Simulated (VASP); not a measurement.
# Mo (Im-3m) in VASP: a series of runs

One crystal, Mo, is run at these levels: PBE; tasks: relaxation of cell and atoms.

All numbers are computed with VASP 6.6.1; they aren't measurements. Logs are shortened: lines on timing, memory, paths and dates and some standing lists are left out, and cuts for length are marked.

## (1) The crystal as given

The structure is cubic, space group Im-3m (No. 229). The conventional cell has a = 3.147 Å, b = 3.147 Å, c = 3.147 Å, α = 90.00°, β = 90.00°, γ = 90.00°. Mo (site symmetry m-3m) has 8 Mo at 2.73 Å as nearest neighbours.

## (2) Relaxation of cell and atoms, PBE

INCAR reads:

```
  PREC = Accurate
  ENCUT = 700
  EDIFF = 1E-7
  ISMEAR = 0
  SIGMA = 0.1
  LREAL = F
  LASPH = T
  NELM = 80
  ALGO = Fast
  ISIF = 3
  LWAVE = F
  LCHARG = F
  GGA = PE
  IBRION = 2
  NSW = 80
  EDIFFG = -0.002
```

KPOINTS reads:

```
regular mesh
0
Gamma
  18 18 18
```

POSCAR reads:

```
Mo
1.0
   -1.5734150000      1.5734150000      1.5734150000
    1.5734150000     -1.5734150000      1.5734150000
    1.5734150000      1.5734150000     -1.5734150000
Mo
1
Direct
    0.0000000000      0.0000000000      0.0000000000
```

Potentials or basis: VASP PAW PBE potentials, release 64 (Mo_sv).

Started as:

```bash
cat potpaw_PBE.64/Mo_sv/POTCAR > POTCAR
mpirun -np 1 vasp_std > vasp.out
```

OUTCAR:

```text
PREC = Accurate
   ENCUT = 700
   EDIFF = 1E-7
   ISMEAR = 0
   LREAL = F
   LASPH = T
   NELM = 80
   ISIF = 3
   GGA = PE
   IBRION = 2
   NSW = 80
   EDIFFG = -0.002

 ion  position               nearest neighbor table
   1  0.000  0.000  0.000-

  LATTYP: Found a body centered cubic cell.
 ALAT       =     3.1468300000

  Lattice vectors:

 A1 = (  -1.5734150000,   1.5734150000,   1.5734150000)
 A2 = (   1.5734150000,  -1.5734150000,   1.5734150000)
 A3 = (   1.5734150000,   1.5734150000,  -1.5734150000)

Analysis of symmetry for initial positions (statically):
=====================================================================
 Subroutine PRICEL returns:
 Original cell was already a primitive cell.

 Routine SETGRP: Setting up the symmetry group for a
 body centered cubic supercell.

 Subroutine GETGRP returns: Found 48 space group operations
 (whereof 48 operations were pure point group operations)
 out of a pool of 48 trial point group operations.

The static configuration has the point symmetry O_h .

Analysis of symmetry for dynamics (positions and initial velocities):
=====================================================================
 Subroutine PRICEL returns:
 Original cell was already a primitive cell.

 Routine SETGRP: Setting up the symmetry group for a
 body centered cubic supercell.

 Subroutine GETGRP returns: Found 48 space group operations
 (whereof 48 operations were pure point group operations)
 out of a pool of 48 trial point group operations.

The dynamic configuration has the point symmetry O_h .

 Subroutine INISYM returns: Found 48 space group operations
 (whereof 48 operations are pure point group operations),
 and found     1 'primitive' translations

----------------------------------------------------------------------------------------

                                     Primitive cell

  volume of cell :      15.5808

  direct lattice vectors                    reciprocal lattice vectors
    -1.573415000  1.573415000  1.573415000     0.000000000  0.317780115  0.317780115
     1.573415000 -1.573415000  1.573415000     0.317780115  0.000000000  0.317780115
     1.573415000  1.573415000 -1.573415000     0.317780115  0.317780115  0.000000000

  length of vectors
     2.725234721  2.725234721  2.725234721     0.449408949  0.449408949  0.449408949

  position of ions in fractional coordinates (direct lattice)
     0.000000000  0.000000000  0.000000000

  ion indices of the primitive-cell ions
   primitive index   ion index
                 1           1

----------------------------------------------------------------------------------------

 KPOINTS: regular mesh

Automatic generation of k-mesh.
 Grid dimensions read from file:
 generate k-points for:   18   18   18

 Generating k-lattice:

  Cartesian coordinates                     Fractional coordinates (reciprocal lattice)
     0.000000000  0.017654451  0.017654451     0.055555556  0.000000000  0.000000000
     0.017654451  0.000000000  0.017654451     0.000000000  0.055555556  0.000000000
     0.017654451  0.017654451  0.000000000     0.000000000  0.000000000  0.055555556

  Length of vectors
     0.024967164  0.024967164  0.024967164

  Shift w.r.t. Gamma in fractional coordinates (k-lattice)
     0.000000000  0.000000000  0.000000000

 Subroutine IBZKPT returns following result:
 ===========================================

 Found    195 irreducible k-points:

 Following reciprocal coordinates:
            Coordinates               Weight
  0.000000  0.000000  0.000000      1.000000
  0.055556  0.000000  0.000000     12.000000
  0.111111  0.000000  0.000000     12.000000
  0.166667  0.000000  0.000000     12.000000
  0.222222  0.000000  0.000000     12.000000
  0.277778  0.000000  0.000000     12.000000
[... 16 lines left out ...]
  0.333333  0.111111 -0.000000     48.000000
  0.388889  0.111111  0.000000     48.000000
 [... further k-points ...]
   k-points           NKPTS =    195   k-points in BZ     NKDIM =    195   number of bands    NBANDS=     11
   number of dos      NEDOS =    301   number of ions     NIONS =      1
   total plane-waves  NPLWV =  13824
   dimension x,y,z NGX =    24 NGY =   24 NGZ =   24
   dimension x,y,z NGXF=    48 NGYF=   48 NGZF=   48
   ions per type =               1
   NGX,Y,Z   is equivalent  to a cutoff of  14.64, 14.64, 14.64 a.u.
   NGXF,Y,Z  is equivalent  to a cutoff of  29.28, 29.28, 29.28 a.u.
 SYSTEM =  unknown system
   PREC   = accura    normal or accurate (medium, high low for compatibility)
   ISTART =      0    job   : 0-new  1-cont  2-samecut
   ICHARG =      2    charge: 1-file 2-atom 10-const
   ISPIN  =      1    spin polarized calculation?
   LNONCOLLINEAR =      F non collinear calculations
   LSORBIT =      F    spin-orbit coupling
   LASPH  =      T    aspherical Exc in radial PAW
   ENCUT  =  700.0 eV  51.45 Ry    7.17 a.u.   5.88  5.88  5.88*2*pi/ulx,y,z
   NELM   =     80;   NELMIN=  2; NELMDL= -5     # of ELM steps
   EDIFF  = 0.1E-06   stopping-criterion for ELM
   LREAL  =      F    real-space projection
   EDIFFG = -.2E-02   stopping-criterion for IOM
   NSW    =     80    number of steps for IOM
   IBRION =      2    ionic relax: 0-MD 1-quasi-New 2-CG
   NFREE  =      1    steps in history (QN), initial steepest desc. (CG)
   ISIF   =      3    stress and relaxation
   ISYM   =      2    0-nonsym 1-usesym 2-fastsym
   POTIM  = 0.5000    time-step for ionic-motion
   TEBEG  =    0.0;   TEEND  =   0.0 temperature during run
   PSTRESS=    0.0 pullay stress
   NELECT =      14.0000    total number of electrons
   NUPDOWN=      -1.0000    fix difference up-down
   EMIN   =  10.00;   EMAX   =-10.00  energy-range for DOS
   EFERMI =   0.00;   METHOD = LEGACY
   ISMEAR =     0;   SIGMA  =   0.10  broadening in eV -4-tet -1-fermi 0-gaus
   EFERMI_NEDOS =   21; number of points for ismear=-14 and -15
   IALGO  =     68    algorithm
   IMIX   =      4    mixing-type and parameters
     AMIX     =   0.40;   BMIX     =  1.00
     AMIX_MAG =   1.60;   BMIX_MAG =  1.00
  volume/ion in A,a.u.               =      15.58       105.14
  Fermi-wavevector in a.u.,A,eV,Ry     =   1.579747  2.985289 33.954710  2.495601
  Thomas-Fermi vector in A             =   2.680079
   LORBIT       =      0    0 simple, 1 ext, 2 COOP (PROOUT), +10 PAW based schemes
   GGA     = PE    functional components
   LHFCALC =     F    Hartree Fock is set to
   AEXX    =    0.0000 exact exchange contribution
   IVDW    =     0    specifies the selected vdW correction
   LEPSILON=     F    determine dielectric tensor
   LRPA    =     F    only Hartree local field effects (RPA)
 conjugate gradient relaxation of ions
 non-spin polarized calculation
 RMM-DIIS sequential band-by-band and
 Gauss-broadening in eV      SIGMA  =   0.10
  energy-cutoff  :      700.00
  volume of cell :       15.58
 maximum number of plane-waves:       682
   NGX = 11   NGY = 11   NGZ = 11

--------------------------------------- Ionic step        1  -------------------------------------------

 number of electron      14.0000002 magnetization

 Free energy of the ion-electron system (eV)
  ---------------------------------------------------
  ext. energy  EPLUGINS =         0.00000000
  ---------------------------------------------------
  free energy    TOTEN  =       -10.93235521 eV

  energy without entropy =      -10.92986271  energy(sigma->0) =      -10.93110896

------------------------ aborting loop because EDIFF is reached ----------------------------------------

  FORCE on cell =-STRESS in cart. coord.  units (eV):
  Direction    XX          YY          ZZ          XY          YZ          ZX
  --------------------------------------------------------------------------------------
  -------------------------------------------------------------------------------------
  Total        0.3890505      0.3890505      0.3890505      0.0000000      0.0000000     -0.0000000
  in kB       40.0061452     40.0061452     40.0061452      0.0000000      0.0000000     -0.0000000
  external PRESSURE =      40.0061452 kB  Pullay stress =       0.0000000 kB
[... 90 lines left out ...]
  energy  without entropy=      -10.9325368103  energy(sigma->0) =      -10.93387621

--------------------------------------- Ionic step        4  -------------------------------------------

 number of electron      14.0000002 magnetization

 Free energy of the ion-electron system (eV)
  ---------------------------------------------------
  ext. energy  EPLUGINS =         0.00000000
  ---------------------------------------------------
  free energy    TOTEN  =       -10.93521632 eV

  energy without entropy =      -10.93254123  energy(sigma->0) =      -10.93387877

 E-fermi :  12.4255     XC(G=0): -13.3254

 val. band max:       12.4039262327   @ k =   0.3889   0.1111   0.0000
 cond. band min:      12.4297561580   @ k =  -0.3889   0.4444   0.2778
 fundamental gap:      0.0258299253
 Fermi energy:        12.4254569122

 k-point     1 :       0.0000    0.0000    0.0000
  band No.  band energies     occupation
      1     -48.8714      2.00000
      2     -22.1648      2.00000
      3     -22.1648      2.00000
      4     -22.1648      2.00000
      5       5.2116      2.00000
      6      11.0663      2.00000
      7      11.0663      2.00000
      8      11.0663      2.00000
      9      14.0494      0.00000
     10      14.0494      0.00000
     11      27.2231      0.00000
[... 309 lines left out ...]
 k-point    24 :       0.3889    0.1111    0.0000
  band No.  band energies     occupation
      1     -48.6187      2.00000
      2     -23.4306      2.00000
      3     -22.6332      2.00000
      4     -22.2340      2.00000
      5       7.5605      2.00000
      6       9.2152      2.00000
      7      12.4039      1.23925
      8      13.9491      0.00000
      9      15.0643      0.00000
     10      17.7137      0.00000
     11      23.9676      0.00000

 [... further k-points ...]
[... 5 lines left out ...]
  --------------------------------------------------------------------------------------
  -------------------------------------------------------------------------------------
  Total        0.0019598      0.0019598      0.0019598      0.0000000      0.0000000      0.0000000
  in kB        0.1985723      0.1985723      0.1985723      0.0000000      0.0000000      0.0000000
  external PRESSURE =       0.1985723 kB  Pullay stress =       0.0000000 kB
[... 16 lines left out ...]
  FREE ENERGIE OF THE ION-ELECTRON SYSTEM (eV)
  ---------------------------------------------------
  free  energy   TOTEN  =       -10.9352163173 eV

  energy  without entropy=      -10.9325412301  energy(sigma->0) =      -10.93387877

 reached required accuracy - stopping structural energy minimisation
```

Run time: 82 s. Hardware: 1 thread of Intel Xeon Platinum 8259CL at 2.50GHz (Skylake/Cascade Lake), shared host; peak memory 0.19 GiB.

What came out:

| Item | Value |
| --- | --- |
| Free energy | -10.9352 eV |
| Relaxed volume | 15.81 Å³/atom |
| Relaxed cell | a = 2.739 Å, b = 2.739 Å, c = 2.739 Å, α = 109.47°, β = 109.47°, γ = 109.47° |
| Space group after relaxing (to 0.05 Å) | Im-3m (No. 229) |
| Energy gained by relaxing | 2.9 meV/atom |
| Ionic steps | 4 |
| Pressure after relaxing | 0.0 GPa |
| Band gap on the k mesh | none (metal or under the smearing width) |

Step by step:
```
step  energy change (eV)  largest force (eV/Å)  pressure (GPa)  volume (Å³)
   1              0.0000                0.0000            4.00        15.58
   2              0.0180                0.0000           -9.74        16.47
   3             -0.0029                0.0000           -0.04        15.82
   4             -0.0029                0.0000            0.02        15.81
```

Final structure:
```
CELL_PARAMETERS angstrom
-1.58119 1.58119 1.58119
1.58119 -1.58119 1.58119
1.58119 1.58119 -1.58119
ATOMIC_POSITIONS crystal
Mo 0.00000 0.00000 0.00000
```

## (3) Relaxation of cell and atoms, PBE

This run uses another cell than the first one, of 15.81 Å³/atom, 1.015 times its volume.

INCAR is that of step 2.

KPOINTS is that of step 2.

POSCAR reads:

```
Mo                                      
1.0
   -1.5811853991      1.5811853991      1.5811853991
    1.5811853991     -1.5811853991      1.5811853991
    1.5811853991      1.5811853991     -1.5811853991
  Mo            
     1
Direct
     0.0000000000000000    0.0000000000000000    0.0000000000000000
```

Potentials or basis: VASP PAW PBE potentials, release 64 (Mo_sv).

Started as:

```bash
cat potpaw_PBE.64/Mo_sv/POTCAR > POTCAR
mpirun -np 1 vasp_std > vasp.out
```

Wall time 49 s (1 thread of Intel Xeon Platinum 8259CL at 2.50GHz (Skylake/Cascade Lake), shared host); peak memory 0.18 GiB.

Results (log left out):

- Free energy: -10.9353 eV
- Relaxed volume: 15.81 Å³/atom
- Relaxed cell: a = 2.739 Å, b = 2.739 Å, c = 2.739 Å, α = 109.47°, β = 109.47°, γ = 109.47°
- Space group after relaxing (to 0.05 Å): Im-3m (No. 229)
- Energy gained by relaxing: 0.0 meV/atom
- Ionic steps: 3
- Pressure after relaxing: 0.0 GPa
- Band gap on the k mesh: none (metal or under the smearing width)

Final structure:
```cif
data_structure
_symmetry_space_group_name_H-M 'P 1'
_symmetry_Int_Tables_number 1
_cell_length_a 2.7388
_cell_length_b 2.7388
_cell_length_c 2.7388
_cell_angle_alpha 109.471
_cell_angle_beta 109.471
_cell_angle_gamma 109.471
_cell_volume 15.81
loop_
_atom_site_label
_atom_site_type_symbol
_atom_site_fract_x
_atom_site_fract_y
_atom_site_fract_z
_atom_site_occupancy
Mo1 Mo 0.00000 0.00000 0.00000 1
```

Levels at points of the mesh, in eV from the Fermi level:
```
           k point  band 5  band 6  band 7  band 8  band 9  band 10
(0.00, 0.00, 0.00)   -7.21   -1.36   -1.36   -1.36    1.62     1.62
(0.50, 0.00, 0.00)   -5.27   -3.36    1.57    1.65    2.27     4.64
(0.50, 0.50, 0.50)   -5.37   -5.37    3.90    3.90    3.90     8.96
```
